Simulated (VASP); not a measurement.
# Al32H (a cell with a defect) in VASP: further runs

One crystal, Al32H (a cell with a defect), is run at these levels: PBE; tasks: single point.

Everything below comes from runs of VASP 6.6.1. Logs are shortened: lines on timing, memory, paths and dates and some standing lists are left out, and cuts for length are marked.

**1. Starting point**

The cell holds a defect, 33 atoms: a = 8.100 Å, b = 8.100 Å, c = 8.100 Å, α = 90.00°, β = 90.00°, γ = 90.00°.

The cell was built by a generator and needn't be a form met in nature.

**2. Single point, PBE**

INCAR reads:

```
  PREC = Accurate
  ENCUT = 520
  EDIFF = 1E-6
  ISMEAR = -1
  SIGMA = 0.15
  LREAL = Auto
  LASPH = True
  NELM = 100
  ALGO = Fast
  ISIF = 2
  LWAVE = False
  LCHARG = False
  GGA = PE
  NBANDS = 70
```

KPOINTS reads:

```
regular mesh
0
Gamma
  2 2 2
```

POSCAR reads:

```
Al32H
1.0
    8.1000000000      0.0000000000      0.0000000000
    0.0000000000      8.1000000000      0.0000000000
    0.0000000000      0.0000000000      8.1000000000
Al H
32 1
Direct
    0.4999969699     -0.0000528893      0.0044765138
    0.7493609784      0.2493795774     -0.0006465421
    0.7499658838     -0.0000476278      0.2497571483
    0.0000055764     -0.0000372769      0.0001824192
    0.2506379953      0.2493828399     -0.0006455779
    0.4999978651      0.5000978795      0.0001903283
    0.7494264586      0.7505943303     -0.0006120749
    0.2500243965     -0.0000472752      0.2497537031
    0.4999971120      0.2498862366      0.2497864600
    0.7504989659      0.4999863046      0.2500456301
    0.4999959499     -0.0000708989      0.4936667168
    0.7494592211      0.2494448076      0.5005505584
    0.7550318777     -0.0000604091      0.7502003456
   -0.0000018666      0.4999672437      0.0006948572
    0.2505715339      0.7505900860     -0.0006090376
   -0.0000004798      0.2504697782      0.2500275412
    0.2494968200      0.4999856675      0.2500478067
    0.4999974645      0.7499432998      0.2497260121
    0.0000021361     -0.0000592657      0.5003774931
    0.2505449317      0.2494390416      0.5005547304
    0.4999966194      0.5000374759      0.5003716669
    0.7493727498      0.7506132879      0.5005995109
    0.2449981315     -0.0000600943      0.7501992591
    0.4999963889      0.2553157471      0.7502099798
    0.7498953806      0.5000700332      0.7501633060
   -0.0000011162      0.7494564725      0.2500657737
    0.0000002928      0.5000051377      0.4995538162
    0.2506296163      0.7506172688      0.5006007984
    0.0000035122      0.2498121410      0.7501739486
    0.2500952607      0.5000710231      0.7501620502
    0.4999966967      0.7452119467      0.7501909125
    0.0000044999      0.7500243083      0.7501518189
    0.5002392770      0.0041972021      0.7355941272
```

Potentials or basis: VASP PAW PBE potentials, release 64 (Al, H).

The run is started by

```sh
$ cat potpaw_PBE.64/Al/POTCAR potpaw_PBE.64/H/POTCAR > POTCAR
$ mpirun -np 1 vasp_std > vasp.out
```

OUTCAR:

```text
PREC = Accurate
   ENCUT = 520
   EDIFF = 1E-6
   ISMEAR = -1
   LREAL = Auto
   LASPH = True
   NELM = 100
   ISIF = 2
   GGA = PE

 ion  position               nearest neighbor table
   1  0.500  1.000  0.004-   9 2.84   3 2.84   8 2.84  18 2.84   7 2.86  15 2.86   5 2.86   2 2.86
                            31 2.92  23 2.92  13 2.92  24 2.92
   2  0.749  0.249  0.999-  24 2.86  13 2.86   1 2.86   9 2.86  29 2.86   3 2.86  25 2.86   4 2.86
                             6 2.86  14 2.87  10 2.87  16 2.87
   3  0.750  1.000  0.250-  11 2.83   1 2.84   4 2.86   7 2.86   2 2.86   9 2.86  18 2.86  22 2.86
                            12 2.87  26 2.87  16 2.87  19 2.87
   4  0.000  1.000  0.000-  13 2.84  23 2.84   8 2.86   3 2.86  29 2.86  15 2.86   7 2.86  32 2.86
                             5 2.86   2 2.86  16 2.87  26 2.87
   5  0.251  0.249  0.999-  24 2.86  23 2.86   1 2.86   9 2.86  29 2.86   8 2.86  30 2.86   4 2.86
                             6 2.86  14 2.87  17 2.87  16 2.87
   6  0.500  0.500  0.000-  24 2.83  31 2.84  18 2.86   9 2.86  15 2.86  25 2.86   7 2.86  30 2.86
                             5 2.86   2 2.86  10 2.87  17 2.87
   7  0.749  0.751  0.999-  13 2.86  31 2.86   1 2.86   3 2.86  25 2.86  18 2.86  32 2.86   6 2.86
                             4 2.86  14 2.87  26 2.87  10 2.87
   8  0.250  1.000  0.250-  11 2.83   1 2.84   4 2.86  15 2.86   5 2.86   9 2.86  18 2.86  28 2.86
                            20 2.87  26 2.87  16 2.87  19 2.87
   9  0.500  0.250  0.250-  11 2.83   1 2.84   5 2.86   2 2.86   6 2.86   3 2.86   8 2.86  20 2.87
[... 32 lines left out ...]
                            12 2.87  29 2.87  14 2.87  27 2.87
  26  1.000  0.749  0.250-  14 2.86  27 2.86  17 2.86  10 2.86   4 2.87   8 2.87   3 2.87  19 2.87
                            22 2.87  28 2.87  15 2.87   7 2.87
  27  0.000  0.500  0.500-  26 2.86  17 2.86  10 2.86  16 2.86  32 2.87  30 2.87  25 2.87  29 2.87
                            12 2.87  20 2.87  22 2.87  28 2.87
  28  0.251  0.751  0.501-  11 2.86  23 2.86  31 2.86  21 2.86  19 2.86  30 2.86  32 2.86   8 2.86
                            18 2.87  26 2.87  17 2.87  27 2.87
  29  0.000  0.250  0.750-  13 2.83  23 2.83  19 2.86   5 2.86   2 2.86   4 2.86  20 2.86  12 2.86
                            30 2.87  25 2.87  14 2.87  27 2.87
  30  0.250  0.500  0.750-  24 2.83  31 2.84  21 2.86  15 2.86   5 2.86   6 2.86  32 2.86  28 2.86
                            20 2.87  29 2.87  14 2.87  27 2.87
  31  0.500  0.745  0.750-  33 2.10  21 2.84  25 2.84  30 2.84   6 2.84  15 2.86   7 2.86  28 2.86
                            22 2.86   1 2.92  23 2.92  13 2.92  11 2.93
  32  0.000  0.750  0.750-  13 2.83  23 2.83  19 2.86  15 2.86   7 2.86   4 2.86  30 2.86  25 2.86
                            28 2.86  22 2.86  14 2.87  27 2.87
  33  0.500  0.004  0.736-  11 1.96  24 2.04  13 2.07  23 2.07  31 2.10

  LATTYP: Found a simple cubic cell.
 ALAT       =     8.1000000000

  Lattice vectors:

 A1 = (   8.1000000000,   0.0000000000,   0.0000000000)
 A2 = (   0.0000000000,   8.1000000000,   0.0000000000)
 A3 = (   0.0000000000,   0.0000000000,   8.1000000000)

Analysis of symmetry for initial positions (statically):
=====================================================================
 Subroutine PRICEL returns:
 Original cell was already a primitive cell.

 Routine SETGRP: Setting up the symmetry group for a
 simple cubic supercell.

 Subroutine GETGRP returns: Found  1 space group operations
 (whereof  1 operations were pure point group operations)
 out of a pool of 48 trial point group operations.

The static configuration has the point symmetry C_1 .

Analysis of symmetry for dynamics (positions and initial velocities):
=====================================================================
 Subroutine PRICEL returns:
 Original cell was already a primitive cell.

 Routine SETGRP: Setting up the symmetry group for a
 simple cubic supercell.

 Subroutine GETGRP returns: Found  1 space group operations
 (whereof  1 operations were pure point group operations)
 out of a pool of 48 trial point group operations.

The dynamic configuration has the point symmetry C_1 .

 Subroutine INISYM returns: Found  1 space group operations
 (whereof  1 operations are pure point group operations),
 and found     1 'primitive' translations

----------------------------------------------------------------------------------------

                                     Primitive cell

  volume of cell :     531.4410

  direct lattice vectors                    reciprocal lattice vectors
     8.100000000  0.000000000  0.000000000     0.123456790  0.000000000  0.000000000
     0.000000000  8.100000000  0.000000000     0.000000000  0.123456790  0.000000000
     0.000000000  0.000000000  8.100000000     0.000000000  0.000000000  0.123456790

  length of vectors
     8.100000000  8.100000000  8.100000000     0.123456790  0.123456790  0.123456790

  position of ions in fractional coordinates (direct lattice)
     0.499996970  0.999947111  0.004476514
     0.749360978  0.249379577  0.999353458
     0.749965884  0.999952372  0.249757148
     0.000005576  0.999962723  0.000182419
     0.250637995  0.249382840  0.999354422
     0.499997865  0.500097879  0.000190328
[... 25 lines left out ...]
     0.000004500  0.750024308  0.750151819
     0.500239277  0.004197202  0.735594127

  ion indices of the primitive-cell ions
   primitive index   ion index
                 1           1
                 2           2
                 3           3
                 4           4
                 5           5
                 6           6
[... 25 lines left out ...]
                32          32
                33          33

----------------------------------------------------------------------------------------

 KPOINTS: regular mesh

Automatic generation of k-mesh.
 Grid dimensions read from file:
 generate k-points for:    2    2    2

 Generating k-lattice:

  Cartesian coordinates                     Fractional coordinates (reciprocal lattice)
     0.061728395  0.000000000  0.000000000     0.500000000  0.000000000  0.000000000
     0.000000000  0.061728395  0.000000000     0.000000000  0.500000000  0.000000000
     0.000000000  0.000000000  0.061728395     0.000000000  0.000000000  0.500000000

  Length of vectors
     0.061728395  0.061728395  0.061728395

  Shift w.r.t. Gamma in fractional coordinates (k-lattice)
     0.000000000  0.000000000  0.000000000

 Subroutine IBZKPT returns following result:
 ===========================================

 Found      8 irreducible k-points:

 Following reciprocal coordinates:
            Coordinates               Weight
  0.000000  0.000000  0.000000      1.000000
  0.500000  0.000000  0.000000      1.000000
  0.000000  0.500000  0.000000      1.000000
  0.000000  0.000000  0.500000      1.000000
  0.500000  0.500000  0.000000      1.000000
  0.000000  0.500000  0.500000      1.000000
  0.500000  0.000000  0.500000      1.000000
  0.500000  0.500000  0.500000      1.000000
   k-points           NKPTS =      8   k-points in BZ     NKDIM =      8   number of bands    NBANDS=     70
   number of dos      NEDOS =    301   number of ions     NIONS =     33
   total plane-waves  NPLWV = 216000
   dimension x,y,z NGX =    60 NGY =   60 NGZ =   60
   dimension x,y,z NGXF=   120 NGYF=  120 NGZF=  120
   ions per type =              32   1
   NGX,Y,Z   is equivalent  to a cutoff of  12.31, 12.31, 12.31 a.u.
   NGXF,Y,Z  is equivalent  to a cutoff of  24.63, 24.63, 24.63 a.u.
 SYSTEM =  unknown system
   PREC   = accura    normal or accurate (medium, high low for compatibility)
   ISTART =      0    job   : 0-new  1-cont  2-samecut
   ICHARG =      2    charge: 1-file 2-atom 10-const
   ISPIN  =      1    spin polarized calculation?
   LNONCOLLINEAR =      F non collinear calculations
   LSORBIT =      F    spin-orbit coupling
   LASPH  =      T    aspherical Exc in radial PAW
   ENCUT  =  520.0 eV  38.22 Ry    6.18 a.u.  15.06 15.06 15.06*2*pi/ulx,y,z
   NELM   =    100;   NELMIN=  2; NELMDL= -5     # of ELM steps
   EDIFF  = 0.1E-05   stopping-criterion for ELM
   LREAL  =      T    real-space projection
   EDIFFG = 0.1E-04   stopping-criterion for IOM
   NSW    =      0    number of steps for IOM
   IBRION =     -1    ionic relax: 0-MD 1-quasi-New 2-CG
   NFREE  =      0    steps in history (QN), initial steepest desc. (CG)
   ISIF   =      2    stress and relaxation
   ISYM   =      2    0-nonsym 1-usesym 2-fastsym
   POTIM  = 0.5000    time-step for ionic-motion
   TEBEG  =    0.0;   TEEND  =   0.0 temperature during run
   PSTRESS=    0.0 pullay stress
   NELECT =      97.0000    total number of electrons
   NUPDOWN=      -1.0000    fix difference up-down
   EMIN   =  10.00;   EMAX   =-10.00  energy-range for DOS
   EFERMI =   0.00;   METHOD = LEGACY
   ISMEAR =    -1;   SIGMA  =   0.15  broadening in eV -4-tet -1-fermi 0-gaus
   EFERMI_NEDOS =   21; number of points for ismear=-14 and -15
   IALGO  =     68    algorithm
   IMIX   =      4    mixing-type and parameters
     AMIX     =   0.40;   BMIX     =  1.00
     AMIX_MAG =   1.60;   BMIX_MAG =  1.00
  volume/ion in A,a.u.               =      16.10       108.68
  Fermi-wavevector in a.u.,A,eV,Ry     =   0.928639  1.754874 11.733269  0.862371
  Thomas-Fermi vector in A             =   2.054837
   LORBIT       =      0    0 simple, 1 ext, 2 COOP (PROOUT), +10 PAW based schemes
   GGA     = PE    functional components
   LHFCALC =     F    Hartree Fock is set to
   AEXX    =    0.0000 exact exchange contribution
   IVDW    =     0    specifies the selected vdW correction
   LEPSILON=     F    determine dielectric tensor
   LRPA    =     F    only Hartree local field effects (RPA)
 non-spin polarized calculation
 RMM-DIIS sequential band-by-band and
  energy-cutoff  :      520.00
  volume of cell :      531.44
 maximum number of plane-waves:     14400
   NGX = 31   NGY = 31   NGZ = 31

 number of electron      97.0000000 magnetization

 Free energy of the ion-electron system (eV)
  ---------------------------------------------------
  ext. energy  EPLUGINS =         0.00000000
  ---------------------------------------------------
  free energy    TOTEN  =      -123.04938174 eV

  energy without entropy =     -121.94860212  energy(sigma->0) =     -122.49899193

 E-fermi :   7.6643     XC(G=0): -10.1961

 val. band max:        7.6548175155   @ k =   0.5000   0.0000   0.0000
 cond. band min:       7.6739737918   @ k =   0.0000   0.0000   0.5000
 fundamental gap:      0.0191562763
 Fermi energy:         7.6642624232

 k-point     1 :       0.0000    0.0000    0.0000
  band No.  band energies     occupation
      1      -3.2893      2.00000
      2      -1.6580      2.00000
      3      -0.9199      2.00000
      4      -0.9190      2.00000
      5      -0.8982      2.00000
      6      -0.8982      2.00000
[... 493 lines left out ...]
     59      11.3083      0.00000
     60      11.3107      0.00000
 [bands above 60 left out]

------------------------ aborting loop because EDIFF is reached ----------------------------------------

  FORCE on cell =-STRESS in cart. coord.  units (eV):
  Direction    XX          YY          ZZ          XY          YZ          ZX
  --------------------------------------------------------------------------------------
  -------------------------------------------------------------------------------------
  Total       -0.3349471     -0.3285740     -0.2042671     -0.0000745      0.0044946      0.0002922
  in kB       -1.0097915     -0.9905782     -0.6158203     -0.0002245      0.0135503      0.0008808
  external PRESSURE =      -0.8720633 kB  Pullay stress =       0.0000000 kB

 VOLUME and BASIS-vectors are now :
 -----------------------------------------------------------------------------
  energy-cutoff  :      520.00
  volume of cell :      531.44
      direct lattice vectors                 reciprocal lattice vectors
     8.100000000  0.000000000  0.000000000     0.123456790  0.000000000  0.000000000
     0.000000000  8.100000000  0.000000000     0.000000000  0.123456790  0.000000000
     0.000000000  0.000000000  8.100000000     0.000000000  0.000000000  0.123456790

 POSITION                                       TOTAL-FORCE (eV/Angst)
 -----------------------------------------------------------------------------------
      4.04998      8.09957      0.03626        -0.000000     -0.000629     -0.049827
      6.06982      2.01997      8.09476        -0.010121     -0.009204     -0.011760
      6.07472      8.09961      2.02303         0.028575      0.000021      0.003581
      0.00005      8.09970      0.00148        -0.000053      0.000063      0.022854
      2.03017      2.02000      8.09477         0.010185     -0.009235     -0.011791
      4.04998      4.05079      0.00154        -0.000002     -0.000829      0.022932
[... 25 lines left out ...]
      0.00004      6.07520      6.07623        -0.000059     -0.026335      0.000163
      4.05194      0.03400      5.95831        -0.000695     -0.013209      0.061016
 -----------------------------------------------------------------------------------
    total drift:                                0.000054     -0.002487     -0.001116

  FREE ENERGIE OF THE ION-ELECTRON SYSTEM (eV)
  ---------------------------------------------------
  free  energy   TOTEN  =      -123.0493817417 eV

  energy  without entropy=     -121.9486021195  energy(sigma->0) =     -122.49899193
```

It took 6.5 min on 1 thread of Intel Xeon Platinum 8259CL at 2.50GHz (Skylake/Cascade Lake), shared host; peak memory 0.56 GiB.

What came out:

```yaml
Free_energy: -123.0494 eV
Pressure: -0.1 GPa
Largest_force: 0.062 eV/Å
Band_gap_on_the_k_mesh: none (metal or under the smearing width)
```

Forces on the atoms (eV/Å):
```
Al   0.000 -0.001 -0.050
Al  -0.010 -0.009 -0.012
Al   0.029  0.000  0.004
Al   0.000  0.000  0.023
Al   0.010 -0.009 -0.012
Al   0.000 -0.001  0.023
Al  -0.010  0.011 -0.012
Al  -0.028  0.000  0.004
Al   0.000  0.030  0.004
Al   0.009  0.000  0.001
Al   0.000 -0.001 -0.017
Al  -0.009 -0.009  0.008
Al  -0.034  0.000  0.000
Al   0.000 -0.001  0.013
Al   0.011  0.011 -0.012
Al   0.000  0.009  0.001
Al  -0.009  0.000  0.001
Al   0.000 -0.027  0.003
Al   0.000 -0.001 -0.027
Al   0.009 -0.009  0.008
Al   0.000  0.000 -0.027
Al  -0.009  0.009  0.008
Al   0.035  0.000  0.000
Al   0.000 -0.028  0.001
Al   0.028 -0.001  0.000
Al   0.000 -0.010  0.002
Al   0.000  0.000 -0.008
Al   0.009  0.009  0.008
Al   0.000  0.029  0.000
Al  -0.028 -0.001  0.000
Al   0.000  0.040  0.001
Al   0.000 -0.026  0.000
H   -0.001 -0.013  0.061
```

Caveat: the k mesh is coarse (spacing up to 0.39 Å⁻¹), so the values aren't converged.

[end of part 1 of 2]
